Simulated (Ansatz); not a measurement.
The cell comes from COD entry 1509194, which wasn't checked; take it as a given geometry. The listed cell was then made from it by scaling, straining or moving an atom.

Ag: DFT, PBE, PAW with Ansatz's default frozen-core files, scalar-relativistic (Ansatz 0.2.0). What sets it apart from a plain run of this crystal: equal xy, yz and zx engineering shear strains of -1 %.

Command: `ansatz run input.yaml --threads 1 --pin off --max-ram 4096MiB --backend cpu --events-out ev --progress --plain --runs-dir out` The run took 55 s on 1 thread of Arm Neoverse V1, on a shared host, peak memory 0.98 GiB.

```yaml
crystal:
  lattice:
    - [2.8861989086, -0.0144309945, -0.0144309945]
    - [-1.4555970622, 2.5067370726, -0.0052821106]
    - [-0.05, -0.05, 10.0]
  atoms:
    - { symbol: Ag, position: [0.3333333333, 0.6666666667, 0.25] }
    - { symbol: Ag, position: [0.6666666667, 0.3333333333, 0.75] }
    - { symbol: Ag, position: [0.0, 0.0, 0.0] }
    - { symbol: Ag, position: [0.0, 0.0, 0.5] }
kpoints:
  mp_grid: { grid: [14, 14, 4] }
scf:
  occupations: { method: fermi_dirac, width: 0.08 }
hamiltonian:
  xc: pbe
  pseudopotentials: { kind: paw }
output:
  forces: true
  stress: true
  eigenvalues: true
  efg: { contact_densities: true }
```

Output (standing set-up lines are left out):

```
Crystal: 4 atoms, lattice volume = 72.136 Å³
Basis set: ecut = 420 eV, 1413 PW (Γ), exchange–correlation on 40×40×144 points (8 copies of the dense FFT grid, shifted against one another)
Symmetry: 2 space group operations
Space group: P-1 (ITA 2), of the structure as read, at distance tolerance 4.2e-5 Å
k-points: 396 of 784
SCF iter   1: F=—  HF=-30362.163406 eV  |F-HF|=—  |Δ(HF+E_count)|=         —  Δρ=9.23e-4  dr2=2.07e-4  ethr=1.77e-3  ⟨swp⟩=5.4  Hψ=57809  notcnv=0  defer=513
preconditioner: auto → Kerker (q_TF=auto, 2.752 Å⁻¹)  [metal: Δε(μ)=0.006 eV  Ē_g=10.936 eV  σ=0.080 eV  W_gap=0.02  n_scr=26 (ndim 8)  ℏωp=29.0 eV  f_vac=0.000  D(μ)=1.33/eV (n_scr^D=4)]
SCF iter   2: F=—  HF=-30362.165057 eV  |F-HF|=—  |Δ(HF+E_count)|=   1.65e-3  Δρ=5.43e-4  dr2=7.73e-5  ethr=2.73e-7  ⟨swp⟩=2.9  Hψ=39598  notcnv=0  defer=551
SCF iter   3: F=—  HF=-30362.165247 eV  |F-HF|=—  |Δ(HF+E_count)|=   1.90e-4  Δρ=8.32e-5  dr2=8.94e-6  ethr=1.02e-7  ⟨swp⟩=2.0  Hψ=26113  notcnv=0  defer=551
SCF iter   4: F=—  HF=-30362.165246 eV  |F-HF|=—  |Δ(HF+E_count)|=   5.23e-7  Δρ=3.72e-5  dr2=1.42e-6  ethr=1.18e-8  ⟨swp⟩=2.1  Hψ=25286  notcnv=0  defer=551
SCF iter   5: F=—  HF=-30362.165246 eV  |F-HF|=—  |Δ(HF+E_count)|=   1.54e-7  Δρ=9.55e-6  dr2=2.12e-7  ethr=1.87e-9  ⟨swp⟩=2.6  Hψ=25974  notcnv=0  defer=551
SCF iter   6: F=-30362.165246 eV  HF=-30362.165246 eV  |F-HF|=2.15e-9  |Δ(HF+E_count)|=   5.16e-8  Δρ=3.12e-6  dr2=8.40e-9  ethr=1.32e-10  ⟨swp⟩=8.6  Hψ=70080  notcnv=0
SCF 1 converged in 6 iterations: F = -30362.165246 eV  dr2 = 8.40e-9
  greatest PAW one-centre occupation: 1.000 electrons in one spin orbital (limit 2), on the Ag atom at site 3 (counted from 0), in its partial waves of l = 0
SCF converged after 6 iterations
Free energy (F): -30362.165246 eV
Harris-Foulkes:  -30362.165246 eV  (|F-HF|=2.15e-9)
Internal energy: -30362.137781 eV  (E = F + TS)
E sigma→0 (E₀):  -30362.151514 eV
Entropy (-TS):   -0.027465 eV (-6.866 meV/atom)
Fermi energy:    16.112709 eV
--- Per-component energies (eV) ---
  E_band       = -1018.328402
  E_kinetic    = 2107.798309
  E_local      = -9136.148034  (includes V_loc(G=0)·N_el)
  E_nonlocal   = 320.369099
  E_hartree    = 4137.301214
  E_xc         = -738.660103
  E_vxc        = -938.459803  (∫ρ·V_xc dr)
  E_paw        = -15608.293828  (= ΣΔE_a)
  E_vpaw       = -1646.495016  (= ΣTr[D̂ρ^β])
  E_aug_tail   = 0.001270  (compensation charges beyond the density's cutoff)
  E_ewald      = -11444.505708
  E_smearing   = -0.027465  (= −TS)
  E_closure    = -0.000000  (closes the sum)
  Σ components = -30362.165246   (vs F -30362.165246, Δ=0.00e0)
--- Forces (eV/Å), atoms counted from 1 ---
  atom   1  Ag    -0.00570264    -0.00002833    -0.00073262
  atom   2  Ag     0.00570264     0.00002833     0.00073262
  atom   3  Ag     0.00000000     0.00000000     0.00000000
  atom   4  Ag     0.00000000     0.00000000     0.00000000
  max |Σ_I F_I| component: 0.00e0 eV/Å
--- Stress (GPa, compression-positive) ---
        1.284924       0.285601       0.152017
        0.285601       1.286717       0.152260
        0.152017       0.152260      -3.659963
  P = ⅓ Tr σ = -0.3628 GPa (-3.628 kbar)
--- PAW observables at the nuclei: V_zz in 10²¹ V/m², potentials from the cell's mean, atoms counted from 1 ---
  atom   1  Ag V_zz =    +0.545148   η = 0.2105   by run symmetry: allowed
            electrostatic potential = -7481.943807 V   contact ρ = 948411.510296 e/Å³
  atom   2  Ag V_zz =    +0.545148   η = 0.2105   by run symmetry: allowed
            electrostatic potential = -7481.943807 V   contact ρ = 948411.510296 e/Å³
  atom   3  Ag V_zz =    +0.426978   η = 0.2851   by run symmetry: allowed
            electrostatic potential = -7481.938649 V   contact ρ = 948411.605858 e/Å³
  atom   4  Ag V_zz =    +0.430310   η = 0.1631   by run symmetry: allowed
            electrostatic potential = -7481.938751 V   contact ρ = 948411.610860 e/Å³
--- Band table (eV; the first three rows and the last of 396) ---
  k-point 0: bands = ["-75.6945", "-75.6914", "-75.6872", "-75.6841", "-39.2088", "-39.1574", "-39.1536", "-39.1157", "-39.1150", "-39.1103", "-39.1096", "-39.1063", "-39.1054", "-39.1018", "-39.1012", "-39.1004", "8.7469", "9.9134", "9.9162", "10.0085", "11.3072", "11.5073", "11.5398", "11.5919", "11.6230", "11.6429", "11.6852", "11.6904", "11.6936", "11.7294", "11.7689", "12.3999", "12.4217", "12.6842", "12.7003", "12.7934", "12.8117", "13.1102", "13.1246", "15.4837", "18.6863", "25.6311", "25.6380", "31.6347", "31.7983", "32.7297"]
  k-point 1: bands = ["-75.6942", "-75.6921", "-75.6866", "-75.6845", "-39.2048", "-39.1760", "-39.1349", "-39.1152", "-39.1145", "-39.1115", "-39.1108", "-39.1058", "-39.1050", "-39.1042", "-39.1017", "-39.1009", "8.8513", "9.5620", "10.0224", "10.0511", "11.2962", "11.3513", "11.5196", "11.5485", "11.6078", "11.6320", "11.6330", "11.6682", "11.7164", "11.7493", "12.4285", "12.4497", "12.4621", "12.6091", "12.6276", "12.8774", "12.8936", "13.0796", "13.0941", "14.7726", "19.5858", "23.4377", "27.8472", "31.3223", "31.8618", "32.2338"]
  k-point 2: bands = ["-75.6933", "-75.6933", "-75.6854", "-75.6854", "-39.1933", "-39.1932", "-39.1175", "-39.1175", "-39.1143", "-39.1140", "-39.1127", "-39.1121", "-39.1032", "-39.1030", "-39.1024", "-39.1022", "9.1470", "9.1472", "10.0518", "10.0518", "11.2836", "11.2838", "11.5443", "11.5473", "11.6310", "11.6327", "11.6349", "11.6385", "11.7126", "11.7186", "12.4875", "12.5022", "12.5347", "12.5476", "12.9770", "12.9875", "13.0144", "13.0239", "13.5593", "13.5596", "21.3686", "21.3688", "29.8908", "29.8909", "31.9964", "32.0039"]
  k-point 395: bands = ["-75.6805", "-75.6805", "-75.6757", "-75.6757", "-39.2392", "-39.2387", "-39.2302", "-39.2302", "-39.1503", "-39.1498", "-39.1461", "-39.1454", "-39.1310", "-39.1309", "-39.1252", "-39.1243", "10.1406", "10.1411", "10.2611", "10.2627", "10.4276", "10.4288", "11.1868", "11.1967", "11.9262", "11.9284", "12.5427", "12.5575", "12.8139", "12.8195", "12.9165", "12.9199", "13.3358", "13.3383", "13.4010", "13.4031", "16.4965", "16.5131", "17.5686", "17.5954", "20.5715", "20.6399", "22.0410", "22.1227", "26.0258", "26.1404"]
```
